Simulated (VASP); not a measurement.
A convergence study with VASP on ZnTe (space group no. 216 when undisturbed): one setting is varied, all else stays as given below, so the limit is that of these other settings. One atom is moved off its site, so that forces are finite.

```
ZnTe
1.0
    0.00000     3.04085     3.04085
    3.04085     0.00000     3.04085
    3.04085     3.04085     0.00000
Zn Te
1 1
Cartesian
  0.02887   0.02887   0.02887
  1.52042   1.52042   1.52042
```

The numbers are results of PBE GGA, VASP's PBE PAW potentials (set 64) (plane waves; VASP), not measurements. The tightest run used: 720 eV cut-off, 7×7×7 Γ-centred mesh, Fermi-Dirac smearing of 0.050 eV, potentials Zn Te.

| setting | E (eV/atom) | pressure (GPa) | largest force (eV/Å) | plane waves |
|---|---|---|---|---|
| ENCUT = 105 | 31.7136 | -806.68 | 0.369 | 147 |
| ENCUT = 120 | 13.7843 | -475.64 | 0.132 | 173 |
| ENCUT = 135 | 4.6820 | -267.81 | 0.225 | 206 |
| ENCUT = 150 | 0.9102 | -155.66 | 0.297 | 259 |
| ENCUT = 165 | -1.0969 | -86.30 | 0.308 | 283 |
| ENCUT = 180 | -1.9067 | -49.31 | 0.298 | 331 |
| ENCUT = 210 | -2.4565 | -13.79 | 0.289 | 394 |
| ENCUT = 240 | -2.5589 | -1.82 | 0.291 | 531 |

Question: These are the cheaper rows. Estimate the results at ENCUT = 720, and how far the last row shown lies from them.

Answer: 
```csv
quantity,tightest run,last row shown is off by
E (eV/atom),-2.5788,0.0199
pressure (GPa),2.49,-4.32
largest force (eV/Å),0.294,-0.003
```

Left out are rungs that failed or repeat a setting and relaxations that didn't move; long series are thinned to 24 rows.

The structure is a typed ZnTe crystal (space group no. 216). The cell was not relaxed at this level, it is distorted from the ideal structure.
